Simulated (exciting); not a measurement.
# Se (Pm-3m) in exciting: reference runs

Reference runs on Se: the cell as given and a disturbed copy, and energy against volume gives the equilibrium volume and stiffness.

All numbers are computed with exciting (release sodium); they aren't measurements. Logs are shortened: lines on timing, memory, paths and dates and some standing lists are left out, and cuts for length are marked.

## (1) The crystal as given

Symmetry: Pm-3m, No. 221, cubic system. Conventional cell: a = 2.811 Å, b = 2.811 Å, c = 2.811 Å, α = 90.00°, β = 90.00°, γ = 90.00°. Se (site symmetry m-3m) has 6 Se at 2.81 Å as nearest neighbours.

This isn't the form of Se at room conditions, which is trigonal, of chains.

## (2) Single point, PBEsol

Contents of input.xml:

```xml
<input>
  <title>Se</title>
  <structure speciespath="./" tshift="false">
    <crystal scale="1">
      <basevect>5.311194363801 0.000000000000 0.000000000000</basevect>
      <basevect>0.000000000000 5.311194363801 0.000000000000</basevect>
      <basevect>0.000000000000 0.000000000000 5.311194363801</basevect>
    </crystal>
    <species speciesfile="Se.xml" rmt="2">
      <atom coord="0.000000000000 0.000000000000 0.000000000000"/>
    </species>
  </structure>
  <groundstate do="fromscratch" ngridk="9 9 9" rgkmax="9" gmaxvr="14" lmaxapw="10" lmaxmat="10" lmaxvr="8" xctype="GGA_PBE_SOL" stype="Fermi Dirac" swidth="0.00183747" nempty="8" ValenceRelativity="iora*" epsengy="1e-05" epspot="1e-05" maxscl="60" tforce="true" outputlevel="normal"/>
</input>
```

Potentials or basis: all-electron LAPW+lo, shipped species files, valence relativity iora*.

The run is started by

```sh
OMP_NUM_THREADS=1 exciting_smp
```

INFO.OUT:

```text
================================================================================
EXCITING SODIUM started
All units are atomic (Hartree, Bohr, etc.)
================================================================================

********************************************************************************
* Ground-state run starting from atomic densities                              *
********************************************************************************

++++++++++++++++++++++++++++++++++++++++++++++++++++++++++++++++++++++++++++++++
+ Starting initialization                                                      +
++++++++++++++++++++++++++++++++++++++++++++++++++++++++++++++++++++++++++++++++

 Lattice vectors (cartesian) :
      5.3111943638      0.0000000000      0.0000000000
      0.0000000000      5.3111943638      0.0000000000
      0.0000000000      0.0000000000      5.3111943638

 Reciprocal lattice vectors (cartesian) :
      1.1830079784      0.0000000000      0.0000000000
      0.0000000000      1.1830079784      0.0000000000
      0.0000000000      0.0000000000      1.1830079784

 Unit cell volume                           :     149.8223429294
 Brillouin zone volume                      :       1.6556289843

 Species :    1 (Se)
     parameters loaded from                 :    Se.xml
     name                                   :    selenium
     nuclear charge                         :     -34.00000000
     electronic charge                      :      34.00000000
     atomic mass                            :  143935.27480000
     muffin-tin radius                      :       2.00000000
     # of radial points in muffin-tin       :     350

     atomic positions (lattice) :
       1 :   0.00000000  0.00000000  0.00000000

 Total number of atoms per unit cell        :       1

 Spin treatment                             :    spin-unpolarised

 Number of Bravais lattice symmetries       :      48
 Number of crystal symmetries               :      48

 k-point grid                               :       9    9    9
 Total number of k-points                   :      35
 k-point set is reduced with crystal symmetries

 R^MT_min * |G+k|_max (rgkmax)              :       9.00000000
 Species with R^MT_min                      :       1 (Se)
 Maximum |G+k| for APW functions            :       4.50000000
 Maximum |G| for potential and density      :      14.00000000

 G-vector grid sizes                        :      24    24    24
 Total number of G-vectors                  :    6979

 Maximum angular momentum used for
     APW functions                          :      10
     computing H and O matrix elements      :      10
     potential and density                  :       8
     inner part of muffin-tin               :       2

 Total nuclear charge                       :     -34.00000000
 Total electronic charge                    :      34.00000000
 Total core charge                          :      18.00000000
 Total valence charge                       :      16.00000000

 Number of empty states                     :       8
 Total number of valence states             :      17

 Maximum Hamiltonian size                   :     265
 Maximum number of plane-waves              :     251
 Total number of local-orbitals             :      14

 Exchange-correlation type                  :      22
     PBEsol, Phys. Rev. Lett. 100, 136406 (2008)
     Generalised gradient approximation (GGA)

 Smearing scheme                            :    Fermi-Dirac
 Smearing width                             :       0.00183747

 Using multisecant Broyden potential mixing

++++++++++++++++++++++++++++++++++++++++++++++++++++++++++++++++++++++++++++++++
+ Ending initialization                                                        +
++++++++++++++++++++++++++++++++++++++++++++++++++++++++++++++++++++++++++++++++

********************************************************************************
* Groundstate module started                                                   *
********************************************************************************
 Output level for this task is set to normal

++++++++++++++++++++++++++++++++++++++++++++++++++++++++++++++++++++++++++++++++
+ Self-consistent loop started                                                 +
++++++++++++++++++++++++++++++++++++++++++++++++++++++++++++++++++++++++++++++++
 Density and potential initialised from atomic data

++++++++++++++++++++++++++++++++++++++++++++++++++++++++++++++++++++++++++++++++
+ SCF iteration number :    1                                                  +
++++++++++++++++++++++++++++++++++++++++++++++++++++++++++++++++++++++++++++++++
 Total energy                               :     -2427.97394896
 _______________________________________________________________
 Fermi energy                               :         0.24178793
 Kinetic energy                             :      2486.75047572
 Coulomb energy                             :     -4828.39782876
 Exchange energy                            :       -84.41359086
 Correlation energy                         :        -1.91300506

 DOS at Fermi energy (states/Ha/cell)       :        24.85126355

 Electron charges :
     core                                   :        18.00000000
     core leakage                           :         0.00079875
     valence                                :        16.00000000
     interstitial                           :         2.91145008
     charge in muffin-tin spheres :
                  atom     1    Se          :        31.08854992
     total charge in muffin-tins            :        31.08854992
     total charge                           :        34.00000000

++++++++++++++++++++++++++++++++++++++++++++++++++++++++++++++++++++++++++++++++
+ SCF iteration number :    2                                                  +
++++++++++++++++++++++++++++++++++++++++++++++++++++++++++++++++++++++++++++++++
 Total energy                               :     -2428.25515497
 _______________________________________________________________
 Fermi energy                               :         0.24070491
 Kinetic energy                             :      2486.56420052
 Coulomb energy                             :     -4828.48618538
 Exchange energy                            :       -84.42016235
 Correlation energy                         :        -1.91300777

 DOS at Fermi energy (states/Ha/cell)       :        24.63728394

 Electron charges :
     core                                   :        18.00000000
     core leakage                           :         0.00079637
     valence                                :        16.00000000
     interstitial                           :         2.90607872
     charge in muffin-tin spheres :
                  atom     1    Se          :        31.09392128
     total charge in muffin-tins            :        31.09392128
     total charge                           :        34.00000000
[... 253 lines left out ...]
 RMS change in effective potential (target) :  0.241884E-08  ( 0.100000E-04)
 Absolute change in total energy   (target) :  0.338590E-05  ( 0.100000E-04)
 Charge distance                   (target) :  0.491021E-08  ( 0.100000E-04)
 Abs. change in max-nonIBS-force   (target) :   0.00000      ( 0.500000E-04)

++++++++++++++++++++++++++++++++++++++++++++++++++++++++++++++++++++++++++++++++
+ SCF iteration number :   12                                                  +
++++++++++++++++++++++++++++++++++++++++++++++++++++++++++++++++++++++++++++++++
 Total energy                               :     -2428.58405865
 _______________________________________________________________
 Fermi energy                               :         0.23904103
 Kinetic energy                             :      2486.26899843
 Coulomb energy                             :     -4828.51395913
 Exchange energy                            :       -84.42614311
 Correlation energy                         :        -1.91295483

 DOS at Fermi energy (states/Ha/cell)       :        24.21539794

 Electron charges :
     core                                   :        18.00000000
     core leakage                           :         0.00079318
     valence                                :        16.00000000
     interstitial                           :         2.89674062
     charge in muffin-tin spheres :
                  atom     1    Se          :        31.10325938
     total charge in muffin-tins            :        31.10325938
     total charge                           :        34.00000000

 RMS change in effective potential (target) :  0.126498E-07  ( 0.100000E-04)
 Absolute change in total energy   (target) :  0.117294E-05  ( 0.100000E-04)
 Charge distance                   (target) :  0.568632E-08  ( 0.100000E-04)
 Abs. change in max-nonIBS-force   (target) :   0.00000      ( 0.500000E-04)

++++++++++++++++++++++++++++++++++++++++++++++++++++++++++++++++++++++++++++++++
| Convergency criteria checked for the last 2 iterations                       +
| Convergence targets achieved. Performing final SCF iteration                 +
++++++++++++++++++++++++++++++++++++++++++++++++++++++++++++++++++++++++++++++++
 Total energy                               :     -2428.58405983
 _______________________________________________________________
 Fermi energy                               :         0.23904104
 Kinetic energy                             :      2486.26899796
 Coulomb energy                             :     -4828.51395979
 Exchange energy                            :       -84.42614317
 Correlation energy                         :        -1.91295483

 DOS at Fermi energy (states/Ha/cell)       :        24.21535693

 Electron charges :
     core                                   :        18.00000000
     core leakage                           :         0.00079318
     valence                                :        16.00000000
     interstitial                           :         2.89674053
     charge in muffin-tin spheres :
                  atom     1    Se          :        31.10325947
     total charge in muffin-tins            :        31.10325947
     total charge                           :        34.00000000

++++++++++++++++++++++++++++++++++++++++++++++++++++++++++++++++++++++++++++++++
+ Self-consistent loop stopped                                                 +
++++++++++++++++++++++++++++++++++++++++++++++++++++++++++++++++++++++++++++++++
 STATE.OUT is written

--------------------------------------------------------------------------------
- Writing atomic positions and forces                                          -
--------------------------------------------------------------------------------

 Atomic positions (lattice) :
 atom     1  Se  :     0.00000000    0.00000000    0.00000000

 Total atomic forces including IBS (cartesian) :
 atom     1  Se  :     0.00000000    0.00000000    0.00000000

 Atomic force components including IBS (cartesian) :
 atom     1  Se  :     0.00000000    0.00000000    0.00000000   HF force
                 :     0.00000000    0.00000000    0.00000000   core correction
                 :     0.00000000    0.00000000    0.00000000   IBS correction

********************************************************************************
* Groundstate module stopped                                                   *
********************************************************************************

--------------------------------------------------------------------------------
- CAUTION! Warnings have been written in file WARNING.OUT !                    -
--------------------------------------------------------------------------------
================================================================================
| EXCITING SODIUM stopped                                                      =
================================================================================
```

Wall time 32 s (1 thread of Arm Neoverse V1, shared host); peak memory 0.1 GiB.

What came out:

```yaml
Free_energy: -66085.1457 eV
Band_gap_on_the_k_mesh: none (metal or under the smearing width)
All_electrons_inside_the_program's_atomic_spheres: Se 31.10 (radii Se 2.0 bohr)
```

Caveat: the log's total energy holds no entropy term; the free energy is that total less TS from the occupations.

(Continued in part 2 of 2.)
